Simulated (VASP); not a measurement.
# SnO2 (P1) in VASP: convergence with ENCUT

Aim: find how far ENCUT must go before the results for SnO2 settle, at PBE. This setting moves, with any that are tied to it; all else stays.

Program: VASP 6.6.1. These are calculated values, not measurements. Logs are shortened: lines on timing, memory, paths and dates and some standing lists are left out, and cuts for length are marked.

## 1. The cell of the first run

The typed cell holds 6 atoms: a = 5.853 Å, b = 5.853 Å, c = 5.853 Å, α = 140.03°, β = 140.03°, γ = 57.80°.

The cell comes from a database or a generator and needn't be the stable form of this composition.

The cell isn't the ideal one: atoms moved at random, drawn with an rms of 0.02 Å.

## 2. With ENCUT 400 eV

INCAR

```
PREC = Accurate ; ENCUT = 400
EDIFF = 1E-7 ; ISMEAR = 0
SIGMA = 0.02 ; LREAL = F
LASPH = T ; NELM = 60
ALGO = Normal ; ISIF = 2
LWAVE = F ; LCHARG = F
GGA = PE ; NBANDS = 35
```

KPOINTS

```
regular mesh
0
Gamma
  7 7 7
```

POSCAR

```
SnO2
1.0
   -2.0000686112      2.0000686112      5.1236788559
    2.0000686112     -2.0000686112      5.1236788559
    2.0000686112      2.0000686112     -5.1236788559
Sn O
2 4
Direct
    0.0008330000      0.0045740000      0.0023140000
    0.7488450000      0.2489820000      0.5012170000
    0.5465970000      0.0493430000      0.5038680000
    0.2038220000      0.1982390000     -0.0057990000
    0.9530040000      0.4520900000      0.5002610000
    0.7988160000      0.7938850000      0.0026220000
```

Potentials or basis: VASP PAW PBE potentials, release 64 (Sn_d, O_h).

On the command line:

```sh
> cat potpaw_PBE.64/Sn_d/POTCAR potpaw_PBE.64/O_h/POTCAR > POTCAR
> mpirun -np 1 vasp_std > vasp.out
```

It took 4.6 min on 1 thread of Intel Xeon 6975P-C (Granite Rapids), shared host; peak memory 0.42 GiB.

What came out:

```yaml
Free_energy: -33.1092 eV
Largest_force: 0.688 eV/Å
Band_gap_on_the_k_mesh: 0.91 eV, indirect (least direct gap 1.41 eV)
```

## 3. With ENCUT 500 eV

INCAR, as its differences from that of step 2:

```diff
@@ -1,2 +1,2 @@
-PREC = Accurate ; ENCUT = 400
+PREC = Accurate ; ENCUT = 500
 EDIFF = 1E-7 ; ISMEAR = 0
```

KPOINTS is that of step 2.

POSCAR is that of step 2.

Potentials or basis: VASP PAW PBE potentials, release 64 (Sn_d, O_h).

On the command line:

```sh
> cat potpaw_PBE.64/Sn_d/POTCAR potpaw_PBE.64/O_h/POTCAR > POTCAR
> mpirun -np 1 vasp_std > vasp.out
```

It took 8.4 min on 1 thread of Intel Xeon 6975P-C (Granite Rapids), shared host; peak memory 0.56 GiB.

What came out:

* Free energy: -35.6384 eV
* Largest force: 0.705 eV/Å
* Band gap on the k mesh: 1.39 eV, indirect (least direct gap 1.73 eV)

## 4. With ENCUT 600 eV

INCAR, as its differences from that of step 3:

```diff
@@ -1,2 +1,2 @@
-PREC = Accurate ; ENCUT = 500
+PREC = Accurate ; ENCUT = 600
 EDIFF = 1E-7 ; ISMEAR = 0
```

KPOINTS is that of step 3.

POSCAR is that of step 3.

On the command line:

```sh
> cat potpaw_PBE.64/Sn_d/POTCAR potpaw_PBE.64/O_h/POTCAR > POTCAR
> mpirun -np 1 vasp_std > vasp.out
```

It took 11 min on 1 thread of Intel Xeon 6975P-C (Granite Rapids), shared host; peak memory 0.65 GiB.

Results:

| Property | Result |
| --- | --- |
| Free energy | -36.5468 eV |
| Largest force | 0.707 eV/Å |
| Band gap on the k mesh | 1.54 eV, indirect (least direct gap 1.86 eV) |

## 5. With ENCUT 700 eV

INCAR, as its differences from that of step 4:

```diff
@@ -1,2 +1,2 @@
-PREC = Accurate ; ENCUT = 600
+PREC = Accurate ; ENCUT = 700
 EDIFF = 1E-7 ; ISMEAR = 0
```

KPOINTS is that of step 4.

POSCAR is that of step 4.

On the command line:

```sh
> cat potpaw_PBE.64/Sn_d/POTCAR potpaw_PBE.64/O_h/POTCAR > POTCAR
> mpirun -np 1 vasp_std > vasp.out
```

It took 18 min on 1 thread of Intel Xeon 6975P-C (Granite Rapids), shared host; peak memory 0.8 GiB.

Results:

| Property | Result |
| --- | --- |
| Free energy | -36.8527 eV |
| Largest force | 0.707 eV/Å |
| Band gap on the k mesh | 1.60 eV, indirect (least direct gap 1.93 eV) |

## 6. With ENCUT 800 eV

INCAR, as its differences from that of step 5:

```diff
@@ -1,2 +1,2 @@
-PREC = Accurate ; ENCUT = 700
+PREC = Accurate ; ENCUT = 800
 EDIFF = 1E-7 ; ISMEAR = 0
```

KPOINTS is that of step 5.

POSCAR is that of step 5.

Potentials or basis: VASP PAW PBE potentials, release 64 (Sn_d, O_h).

On the command line:

```sh
> cat potpaw_PBE.64/Sn_d/POTCAR potpaw_PBE.64/O_h/POTCAR > POTCAR
> mpirun -np 1 vasp_std > vasp.out
```

Wall time 18 min (1 thread of Intel Xeon 6975P-C (Granite Rapids), shared host); peak memory 0.9 GiB.

Results:

- Free energy: -36.9183 eV
- Largest force: 0.705 eV/Å
- Band gap on the k mesh: 1.62 eV, indirect (least direct gap 1.94 eV)

## 7. With ENCUT 900 eV

INCAR, as its differences from that of step 6:

```diff
@@ -1,2 +1,2 @@
-PREC = Accurate ; ENCUT = 800
+PREC = Accurate ; ENCUT = 900
 EDIFF = 1E-7 ; ISMEAR = 0
```

KPOINTS is that of step 6.

POSCAR is that of step 6.

Potentials or basis: VASP PAW PBE potentials, release 64 (Sn_d, O_h).

On the command line:

```sh
> cat potpaw_PBE.64/Sn_d/POTCAR potpaw_PBE.64/O_h/POTCAR > POTCAR
> mpirun -np 1 vasp_std > vasp.out
```

OUTCAR:

```text
PREC = Accurate
   ENCUT = 900
   EDIFF = 1E-7
   ISMEAR = 0
   LREAL = F
   LASPH = T
   NELM = 60
   ISIF = 2
   GGA = PE

 Found    172 irreducible k-points:

 Following reciprocal coordinates:
            Coordinates               Weight
  0.000000  0.000000  0.000000      1.000000
  0.142857  0.000000  0.000000      2.000000
  0.000000  0.142857  0.000000      2.000000
  0.000000  0.142857 -0.142857      2.000000
  0.142857  0.000000 -0.142857      2.000000
  0.285714  0.000000  0.000000      2.000000
   k-points           NKPTS =    172   k-points in BZ     NKDIM =    172   number of bands    NBANDS=     35
   number of dos      NEDOS =    301   number of ions     NIONS =      6
   total plane-waves  NPLWV = 216000
   dimension x,y,z NGX =    60 NGY =   60 NGZ =   60
   dimension x,y,z NGXF=   120 NGYF=  120 NGZF=  120
   ions per type =               2   4
   NGX,Y,Z   is equivalent  to a cutoff of  17.04, 17.04, 17.04 a.u.
   NGXF,Y,Z  is equivalent  to a cutoff of  34.09, 34.09, 34.09 a.u.
 SYSTEM =  unknown system
   PREC   = accura    normal or accurate (medium, high low for compatibility)
   ISTART =      0    job   : 0-new  1-cont  2-samecut
   ICHARG =      2    charge: 1-file 2-atom 10-const
   ISPIN  =      1    spin polarized calculation?
   LNONCOLLINEAR =      F non collinear calculations
   LSORBIT =      F    spin-orbit coupling
   LASPH  =      T    aspherical Exc in radial PAW
   ENCUT  =  900.0 eV  66.15 Ry    8.13 a.u.  14.32 14.32 14.32*2*pi/ulx,y,z
   NELM   =     60;   NELMIN=  2; NELMDL= -5     # of ELM steps
   EDIFF  = 0.1E-06   stopping-criterion for ELM
   LREAL  =      F    real-space projection
   EDIFFG = 0.1E-05   stopping-criterion for IOM
   NSW    =      0    number of steps for IOM
   IBRION =     -1    ionic relax: 0-MD 1-quasi-New 2-CG
   NFREE  =      0    steps in history (QN), initial steepest desc. (CG)
   ISIF   =      2    stress and relaxation
   ISYM   =      2    0-nonsym 1-usesym 2-fastsym
   POTIM  = 0.5000    time-step for ionic-motion
   TEBEG  =    0.0;   TEEND  =   0.0 temperature during run
   PSTRESS=    0.0 pullay stress
   NELECT =      52.0000    total number of electrons
   NUPDOWN=      -1.0000    fix difference up-down
   EMIN   =  10.00;   EMAX   =-10.00  energy-range for DOS
   EFERMI =   0.00;   METHOD = LEGACY
   ISMEAR =     0;   SIGMA  =   0.02  broadening in eV -4-tet -1-fermi 0-gaus
   EFERMI_NEDOS =   21; number of points for ismear=-14 and -15
   IALGO  =     38    algorithm
   IMIX   =      4    mixing-type and parameters
     AMIX     =   0.40;   BMIX     =  1.00
     AMIX_MAG =   1.60;   BMIX_MAG =  1.00
  volume/ion in A,a.u.               =      13.66        92.21
  Fermi-wavevector in a.u.,A,eV,Ry     =   1.406583  2.658057 26.918799  1.978476
  Thomas-Fermi vector in A             =   2.528929
   LORBIT       =      0    0 simple, 1 ext, 2 COOP (PROOUT), +10 PAW based schemes
   GGA     = PE    functional components
   LHFCALC =     F    Hartree Fock is set to
   AEXX    =    0.0000 exact exchange contribution
   IVDW    =     0    specifies the selected vdW correction
   LEPSILON=     F    determine dielectric tensor
   LRPA    =     F    only Hartree local field effects (RPA)
 non-spin polarized calculation
 Gauss-broadening in eV      SIGMA  =   0.02
  energy-cutoff  :      900.00
  volume of cell :       81.98
 maximum number of plane-waves:      5053
 NGX is ok and might be reduce to    60
   NGX = 29   NGY = 29   NGZ = 29

 number of electron      52.0000000 magnetization

 Free energy of the ion-electron system (eV)
  ---------------------------------------------------
  ext. energy  EPLUGINS =         0.00000000
  ---------------------------------------------------
  free energy    TOTEN  =       -36.92748209 eV

  energy without entropy =      -36.92748209  energy(sigma->0) =      -36.92748209

 E-fermi :   4.5394     XC(G=0): -10.2961

 val. band max:        4.4381084771   @ k =   0.2857   0.4286   0.1429
 cond. band min:       6.0585624345   @ k =   0.0000   0.0000   0.0000
 fundamental gap:      1.6204539574
 Fermi energy:         4.5393828300

 k-point     1 :       0.0000    0.0000    0.0000
  band No.  band energies     occupation
      1     -15.9975      2.00000
      2     -15.9737      2.00000
      3     -15.8192      2.00000
      4     -15.2531      2.00000
      5     -15.1831      2.00000
      6     -15.1604      2.00000
[... 27 lines left out ...]
     34      16.8590      0.00000
     35      16.8989      0.00000

 k-point     2 :       0.1429    0.0000    0.0000
  band No.  band energies     occupation
      1     -16.0053      2.00000
      2     -15.8749      2.00000
      3     -15.8064      2.00000
      4     -15.2653      2.00000
      5     -15.1768      2.00000
      6     -15.1651      2.00000
[... 27 lines left out ...]
     34      16.1772      0.00000
     35      16.5062      0.00000

 k-point     3 :       0.0000    0.1429    0.0000
  band No.  band energies     occupation
      1     -16.0282      2.00000
      2     -15.9068      2.00000
      3     -15.7639      2.00000
      4     -15.2629      2.00000
      5     -15.1870      2.00000
      6     -15.1563      2.00000
[... 27 lines left out ...]
     34      16.2004      0.00000
     35      16.5609      0.00000

 k-point     4 :       0.0000    0.1429   -0.1429
  band No.  band energies     occupation
      1     -16.0066      2.00000
      2     -15.8733      2.00000
      3     -15.8072      2.00000
      4     -15.2641      2.00000
      5     -15.1774      2.00000
      6     -15.1651      2.00000
[... 27 lines left out ...]
     34      16.1850      0.00000
     35      16.5097      0.00000

 k-point     5 :       0.1429    0.0000   -0.1429
  band No.  band energies     occupation
      1     -16.0296      2.00000
      2     -15.9056      2.00000
      3     -15.7648      2.00000
      4     -15.2613      2.00000
      5     -15.1870      2.00000
      6     -15.1566      2.00000
[... 27 lines left out ...]
     34      16.2189      0.00000
     35      16.5608      0.00000

 k-point     6 :       0.2857    0.0000    0.0000
  band No.  band energies     occupation
      1     -15.9826      2.00000
      2     -15.7784      2.00000
      3     -15.6818      2.00000
      4     -15.2979      2.00000
      5     -15.1756      2.00000
      6     -15.1611      2.00000
[... 27 lines left out ...]
     34      15.9004      0.00000
     35      16.1095      0.00000

 [... further k-points ...]

------------------------ aborting loop because EDIFF is reached ----------------------------------------

  FORCE on cell =-STRESS in cart. coord.  units (eV):
  Direction    XX          YY          ZZ          XY          YZ          ZX
  --------------------------------------------------------------------------------------
  -------------------------------------------------------------------------------------
  Total        2.4320363      3.9218199      2.7535171      0.0027293     -0.0701791     -0.1614538
  in kB       47.5279357     76.6419503     53.8104563      0.0533372     -1.3714714     -3.1552021
  external PRESSURE =      59.3267807 kB  Pullay stress =       0.0000000 kB

 VOLUME and BASIS-vectors are now :
 -----------------------------------------------------------------------------
  energy-cutoff  :      900.00
  volume of cell :       81.98
      direct lattice vectors                 reciprocal lattice vectors
    -2.000068611  2.000068611  5.123678856     0.000000000  0.249991424  0.097586132
     2.000068611 -2.000068611  5.123678856     0.249991424  0.000000000  0.097586132
     2.000068611  2.000068611 -5.123678856     0.249991424  0.249991424  0.000000000

 POSITION                                       TOTAL-FORCE (eV/Angst)
 -----------------------------------------------------------------------------------
      0.01211     -0.00285      0.01585        -0.224530      0.098947     -0.660441
      0.00271      2.00223      2.54447        -0.106025     -0.043906      0.480535
      0.01323      2.00231      0.47175        -0.014124     -0.094618     -0.096207
      1.97730      1.99964     -3.03394         0.037618      0.093718     -0.004835
     -0.00131      2.00242      4.63607         0.199361     -0.013021      0.131955
     -0.00462      0.01511      8.14705         0.107701     -0.041119      0.148992
 -----------------------------------------------------------------------------------
    total drift:                               -0.000552     -0.000178     -0.000427

  FREE ENERGIE OF THE ION-ELECTRON SYSTEM (eV)
  ---------------------------------------------------
  free  energy   TOTEN  =       -36.9274820868 eV

  energy  without entropy=      -36.9274820868  energy(sigma->0) =      -36.92748209
```

stdout:

```text
POSCAR found type information on POSCAR SnO
 POSCAR found :  2 types and       6 ions
 scaLAPACK will be used
 LDA part: xc-table for (Slater+PW92), standard interpolation
 POSCAR, INCAR and KPOINTS ok, starting setup
 FFT: planning ... GRIDC
 FFT: planning ... GRID_SOFT
 FFT: planning ... GRID
 WAVECAR not read
 entering main loop
```

Run time: 21 min. Hardware: 1 thread of Intel Xeon 6975P-C (Granite Rapids), shared host; peak memory 1.1 GiB.

What came out:

| Item | Value |
| --- | --- |
| Free energy | -36.9275 eV |
| Pressure | 5.9 GPa |
| Largest force | 0.705 eV/Å |
| Band gap on the k mesh | 1.62 eV, indirect (least direct gap 1.95 eV) |

## 8. Summary

```csv
ENCUT,"energy less the tightest run, at zero smearing (meV/atom)",largest force (eV/Å),gap on the mesh (eV),SCF cycles,CPU time (s),peak memory (GiB)
400 eV,636.39,0.688,0.913,16,280,0.42
500 eV,214.84,0.705,1.390,17,500,0.56
600 eV,63.45,0.707,1.543,17,650,0.65
700 eV,12.46,0.707,1.601,17,1100,0.8
800 eV,1.54,0.705,1.617,17,1100,0.9
900 eV,0.00,0.705,1.620,17,1300,1.1
```

Against the tightest run, the largest force stays within 0.005 eV/Å from 500 eV on; the gap on the mesh stays within 0.01 eV from 800 eV on. Not settled before the last step: the energy (to 1 meV/atom). The tightest run that finished is the yardstick and may itself not be fully converged.

Caveats: the cutoff is under 1.25 times the usual one of these potentials, so pressure, stress and relaxed cells hold a basis-set (Pulay) error; spin-orbit coupling is left out, which moves the levels of the heavy elements; an odd mesh through Γ misses points on the zone boundary, where band edges often lie.
